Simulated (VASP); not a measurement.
# CoSi₂, relaxation of the atoms: which settings are enough?

CoSi₂, P1 (no. 1), 3 atoms in the cell. PBEsol, DFT+U; PAW potentials Co, Si (PBE set). VASP 6.6.1.

Wanted: energy within 2 meV/atom; shortest distances from each atom, periodic images included within 0.005 Å.

What the run is for: geometry; Accuracy asked: standard.

POSCAR:
```
CoSi2
1.0
    0.0000000000      2.6780000000      2.6780000000
    2.6780000000      0.0000000000      2.6780000000
    2.6780000000      2.6780000000      0.0000000000
Co Si
1 2
Direct
   -0.0165900000      0.0040970000      0.0161610000
    0.7455710000      0.7548100000      0.7620620000
    0.2639850000      0.2775190000      0.2351070000
```

The series start from Plane-wave cutoff (eV): 350; k-point mesh: 6 × 6 × 6; Ionic threshold (EDIFFG): -0.01; Electronic threshold (eV): 1e-6; Precision mode (PREC): Accurate; Electronic steps between moves: NELMIN=4 ALGO=Normal. Each series keeps the choices made before it, and each single choice may use up half of a tolerance.

## Plane-wave cutoff (eV)

| Plane-wave cutoff (eV) | Energy less reference (meV/atom) | Shortest distances from each atom, periodic images included, largest deviation (Å) | SCF iterations | Time (s) |
|---|---|---|---|---|
| 240 | 20.5 | 0.0002 | 54 | 31 |
| 270 | 22.7 | 0.0002 | 55 | 33 |
| 310 | 17.1 | 0.0001 | 55 | 36 |
| 350 | 9.5 | 0.0000 | 60 | 41 |
| 430 | 0.8 | 0.0000 | 60 | 73 |
| 540 (reference) | 0.0 | 0.0000 | 60 | 98 |

Chosen: 430, the loosest value from which every tighter one stays within half of the tolerance.

## k-point mesh

| k-point mesh | Energy less reference (meV/atom) | Shortest distances from each atom, periodic images included, largest deviation (Å) | SCF iterations | Time (s) |
|---|---|---|---|---|
| 4 × 4 × 4 | 11.8 | 0.0067 | 47 | 28 |
| 5 × 5 × 5 | -3.3 | 0.0095 | 47 | 40 |
| 6 × 6 × 6 | 5.8 | 0.0002 | 60 | 73 |
| 8 × 8 × 8 | 0.6 | 0.0001 | 56 | 143 |
| 10 × 10 × 10 (reference) | 0.0 | 0.0000 | 57 | 253 |

Chosen: 8 × 8 × 8.

## Ionic threshold (EDIFFG)

| Ionic threshold (EDIFFG) | Energy less reference (meV/atom) | Shortest distances from each atom, periodic images included, largest deviation (Å) | SCF iterations | Time (s) |
|---|---|---|---|---|
| -0.1 | 0.2 | 0.0072 | 42 | 104 |
| -0.05 | 0.0 | 0.0018 | 48 | 121 |
| -0.02 | 0.0 | 0.0018 | 48 | 119 |
| -0.01 | 0.0 | 0.0003 | 56 | 143 |
| -0.005 | 0.0 | 0.0003 | 56 | 138 |
| -0.002 (reference) | 0.0 | 0.0000 | 68 | 204 |

Chosen: -0.05.

## Electronic threshold (eV)

| Electronic threshold (eV) | Energy less reference (meV/atom) | Shortest distances from each atom, periodic images included, largest deviation (Å) | SCF iterations | Time (s) |
|---|---|---|---|---|
| 0.0001 | 0.0 | 0.0015 | 36 | 114 |
| 1e-5 | 0.0 | 0.0002 | 41 | 109 |
| 1e-6 | 0.0 | 0.0000 | 48 | 121 |
| 1e-7 (reference) | 0.0 | 0.0000 | 59 | 158 |

Chosen: 0.0001.

## Precision mode (PREC)

| Precision mode (PREC) | Energy less reference (meV/atom) | Shortest distances from each atom, periodic images included, largest deviation (Å) | SCF iterations | Time (s) |
|---|---|---|---|---|
| Normal | 0.0 | 0.0000 | 36 | 50 |
| Accurate (reference) | 0.0 | 0.0000 | 36 | 114 |

Chosen: Normal.

## Electronic steps between moves

| Electronic steps between moves | Energy less reference (meV/atom) | Shortest distances from each atom, periodic images included, largest deviation (Å) | SCF iterations | Time (s) |
|---|---|---|---|---|
| NELMIN=4 ALGO=Normal | 0.0 | 0.0000 | 36 | 50 |
| ALGO=Normal | 0.0 | 0.0003 | 32 | 50 |
| NELMIN=4 MAXMIX=40 ALGO=Normal | 0.0 | 0.0016 | 31 | 50 |
| NELMIN=4 ALGO=Fast | 0.0 | 0.0020 | 40 | 60 |
| NELMIN=4 MAXMIX=40 ALGO=Fast | 0.0 | 0.0019 | 39 | 57 |

Chosen: NELMIN=4 ALGO=Normal; no other choice that stays within half of the tolerance saves 30 % of the time.

## All choices together

| Input | Energy less reference (meV/atom) | Shortest distances from each atom, periodic images included, largest deviation (Å) | Time (s) |
|---|---|---|---|
| the program's defaults (naive) | 20.5 | 0.0047 | 5.0 |
| chosen settings | 1.5 | 0.0023 | 50 |
| reference settings throughout | 0.0 | 0.0000 | 478 |

The tolerance is met.

## The input

INCAR:
```
  ALGO = Normal
  EDIFF = 1E-4
  EDIFFG = -0.05
  ENCUT = 430
  GGA = PS
  GGA_COMPAT = F
  IBRION = 2
  ISIF = 2
  ISMEAR = 1
  ISPIN = 2
  KPAR = 4
  LASPH = T
  LCHARG = F
  LDAU = T
  LDAUJ = 0 0
  LDAUL = 2 -1
  LDAUTYPE = 2
  LDAUU = 6 0
  LMAXMIX = 4
  LORBIT = 11
  LREAL = F
  LWAVE = F
  MAGMOM = 2 0 0
  NELM = 200
  NELMIN = 4
  NSW = 120
  PREC = Normal
  SIGMA = 0.1
```

KPOINTS:
```
Automatic mesh
0
Gamma
  8 8 8
  0 0 0
```

Commands:
```
cat potpaw_PBE.64/Co/POTCAR potpaw_PBE.64/Si/POTCAR > POTCAR
mpirun -np 4 vasp_std > vasp.out
```

The chosen input took VASP 6.6.1 50 s on 4 cores (Intel Xeon Platinum 8488C (Sapphire Rapids)), a shared host.

## An input that fails: too few ionic steps

It gives no converged result.

Changes against the starting input:
```
- NSW = 120
- NELM = 200
+ NSW = 2
+ NELM = 81
```
